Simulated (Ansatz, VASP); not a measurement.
# One calculation of TiPt3, two programs

```xyz
4
Lattice="3.8174 0.0000 0.0000 0.0000 3.8174 0.0000 0.0000 0.0000 3.8174" Properties=species:S:1:pos:R:3 pbc="T T T"
Ti    0.0000    0.0000    0.0000
Pt    0.0000    1.9087    1.9087
Pt    1.9087    0.0000    1.9087
Pt    1.9087    1.9087    0.0000
```

Alike in both runs: task single point; functional r2SCAN; k mesh 6 × 6 × 6; no spin polarisation.

|  | VASP | Ansatz |
| --- | --- | --- |
| version | VASP 6.6.1 | Ansatz 0.2.0 |
| potentials or method | VASP PAW PBE potentials, release 64 (Ti_sv, Pt) | plane waves, PAW |
| plane-wave cutoff (eV) | 520 | 550 |
| occupations | methfessel-paxton of order 1, width 0.1 eV | cold |
| valence electrons in the cell | 42 | 66 |

```csv
,VASP,Ansatz,Ansatz less VASP
pressure (GPa),26.4,25.2,-1.24
```

The two sets of potentials don't hold the same shells in valence.

Caveats: so large a pressure means that the cell lies far from this level's equilibrium, or that cutoff or potentials fall short (VASP); the potentials were made for another functional, which shifts forces and pressure (VASP). The runs have no spin-orbit coupling, so splittings on Pt are missing.
